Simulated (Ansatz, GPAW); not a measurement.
This is a calculation of Ge for GPAW 26.7.0 (ASE script). This isn't the form of Ge at room conditions, which is diamond.

Contents of run.py:

```python
from ase.dft.bandgap import bandgap
from ase.io import read, write
from ase.units import GPa
from gpaw import GPAW, PW, setup_paths

setup_paths.insert(0, '.')

atoms = read('Ge.xyz')

calc = GPAW(mode=PW(600),
            xc='PBEsol',
            kpts={'size': (11, 11, 10), 'gamma': True},
            occupations={'name': 'methfessel-paxton', 'order': 0, 'width': 0.05},
            nbands=8,
            convergence={'density': 1e-05, 'energy': 1e-05},
            maxiter=150,
            txt='gpaw.txt')
atoms.calc = calc
energy = atoms.get_potential_energy()
forces = atoms.get_forces()
stress = atoms.get_stress()
calc.write('gs.gpw')
write('result.traj', atoms)
print(f'Energy: {energy:.6f} eV')
print('Forces (eV/A):')
print(forces.round(4))
print('Stress (GPa):', (stress / GPa).round(3))
print('Fermi level:', round(calc.get_fermi_level(), 4), 'eV')
print(f'Gap: {bandgap(calc)[0]:.4f} eV, direct: {bandgap(calc, direct=True)[0]:.4f} eV')
```

Ge.xyz

```xyz
1
Lattice="1.3971490000 -2.6005160000 0.0000000000 1.3971490000 2.6005160000 0.0000000000 0.0000000000 0.0000000000 2.6982310000" Properties=species:S:1:pos:R:3 pbc="T T T"
Ge     1.3971490000      0.0000000000      0.0000000000
```

Potentials or basis: PAW data sets generated in the run's folder for this functional, pw.

The run is started by

```sh
$ gpaw-setup -f PBEsol Ge
$ OMP_NUM_THREADS=1 python run.py
```

Q: Set up the same calculation for Ansatz 0.2.0. Potentials or basis there: all-electron LAPW, scalar-relativistic.

A: As run (cutoffs and basis follow the program's own potentials, and thresholds, step limits or extra output files can differ):

Contents of input.yaml:

```yaml
crystal:
  lattice:
    - [1.397149, -2.600516, 0.0]
    - [1.397149, 2.600516, 0.0]
    - [0.0, 0.0, 2.698231]
  atoms:
    - { symbol: Ge, position: [0.5, 0.5, 0.0] }
kpoints:
  mp_grid: { grid: [11, 11, 10] }
scf:
  occupations: { method: gaussian, width: 0.05 }
hamiltonian:
  xc: pbesol
  pseudopotentials: { kind: all_electron, lapw: { basis_error: 0.001 } }
output:
  forces: true
  stress: true
  eigenvalues: true
```

Potentials or basis: all-electron LAPW, scalar-relativistic.

Launch:

```sh
$ ansatz run input.yaml --threads 1 --pin off --max-ram 3072MiB --backend cpu --events-out ev --progress --plain --runs-dir out
```

Both were run:

|  | GPAW | Ansatz |
| --- | --- | --- |
| Pressure | -4.3 GPa | -4.1 GPa |

Where Ansatz's input types no cutoff or centring, it takes its own default and a Γ-centred mesh.

Pressure is positive in compression.
